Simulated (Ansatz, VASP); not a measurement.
CoO in VASP and in Ansatz

The input INCAR:

```
SYSTEM = CoO
ALGO = Normal
EDIFF = 1E-8
ENCUT = 520
GGA = PE
ISIF = 2
ISMEAR = -1
ISPIN = 2
LASPH = .TRUE.
LCHARG = .FALSE.
LEFG = .TRUE.
LMAXMIX = 4
LORBIT = 11
LREAL = .FALSE.
LWAVE = .FALSE.
MAGMOM = 2 0
NBANDS = 18
NELM = 150
PREC = Accurate
SIGMA = 0.05
```

File KPOINTS:

```
k-points
0
G
  16 16 16
  0 0 0
```

Contents of POSCAR:

```
CoO
1.0
    0.0000000000      2.1456163054      2.1456163054
    2.1456163054      0.0000000000      2.1456163054
    2.1456163054      2.1456163054      0.0000000000
Co O
1 1
Direct
    0.0000000000      0.0000000000      0.0000000000
    0.5000000000      0.5000000000      0.5000000000
```

Input for Ansatz:

```yaml
crystal:
  lattice:
    - [0.0, 2.1456163054, 2.1456163054]
    - [2.1456163054, 0.0, 2.1456163054]
    - [2.1456163054, 2.1456163054, 0.0]
  atoms:
    - { symbol: Co, position: [0.0, 0.0, 0.0], spin: 2.0 }
    - { symbol: O, position: [0.5, 0.5, 0.5] }
magnetization:
  spin_polarized: true
kpoints:
  mp_grid: { grid: [16, 16, 16] }
scf:
  occupations: { method: fermi_dirac, width: 0.05 }
hamiltonian:
  xc: pbe
  pseudopotentials: { kind: paw }
output:
  forces: true
  stress: true
  eigenvalues: true
  efg: { contact_densities: true }
```

Change from the starting cell: volume scaled by 1.02, PAW files.

Alike in both runs: task electric field gradients; functional PBE; k mesh 16 × 16 × 16; occupations fermi-dirac, width 0.05 eV; collinear spin.

|  | VASP | Ansatz |
| --- | --- | --- |
| version | VASP 6.6.1 | Ansatz 0.2.0 |
| potentials or method | VASP PAW PBE potentials, release 64 (Co, O) | PAW with Ansatz's default frozen-core files, scalar-relativistic |
| plane-wave cutoff (eV) | 520 | 420 |
| valence electrons in the cell | 15 | 23 |

Ansatz gave:

| Quantity | Value |
| --- | --- |
| pressure (GPa) | -4.9 |
| net moment per atom (μB) | 1.48 |
| size of the moment on the site where the two differ most (μB) | 2.52 |
| Vzz of the field gradient on the site that differs most (V/Å²) | 0.0 |

Question: Estimate VASP's values.

Answer: Pressure (GPa): -5.4; net moment per atom (μB): 1.47; size of the moment on the site where the two differ most (μB): 2.59; Vzz of the field gradient on the site that differs most (V/Å²): 0.0.

Site moments also hang on the region over which each program counts them. The two sets of potentials don't hold the same shells in valence.

Caveats: a cell with one magnetic atom can't hold antiferromagnetic order, which such compounds often take; semilocal functionals often make such compounds metallic where correlation or magnetic order opens a gap, which also shifts bond lengths.
